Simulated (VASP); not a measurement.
Input of a VASP 6.6.1 run:

INCAR

```
SYSTEM = Ag
PREC = Accurate
ENCUT = 300
EDIFF = 1E-7
ISMEAR = 1
SIGMA = 0.1
LREAL = .FALSE.
LASPH = .TRUE.
NELM = 80
ALGO = Normal
ISIF = 2
LWAVE = .FALSE.
LCHARG = .FALSE.
GGA = PE
IBRION = 2
NSW = 40
EDIFFG = -0.01
```

The input KPOINTS:

```
regular mesh
0
G
  8 8 8
  0 0 0
```

POSCAR

```
Ag                                      
1.0
    0.0000000000      2.1033126880      2.1033126880
    2.1033126880      0.0000000000      2.1033126880
    2.1033126880      2.1033126880      0.0000000000
  Ag            
     1
Direct
     1.0000000000000000    0.0000000000000000    1.0000000000000000
```

Potentials or basis: VASP PAW PBE potentials, release 64 (Ag).

The run is started by

```bash
$ cat potpaw_PBE.64/Ag/POTCAR > POTCAR
$ mpirun -np 1 vasp_std > vasp.out
```

Question: What does it give for the band gap on the k mesh?

Answer: None (metal or under the smearing width).

Final structure:
```
CELL_PARAMETERS angstrom
0.00000 2.10331 2.10331
2.10331 0.00000 2.10331
2.10331 2.10331 0.00000
ATOMIC_POSITIONS crystal
Ag 0.00000 0.00000 0.00000
```

Caveat: the relaxation stopped at its first step, so nothing moved.
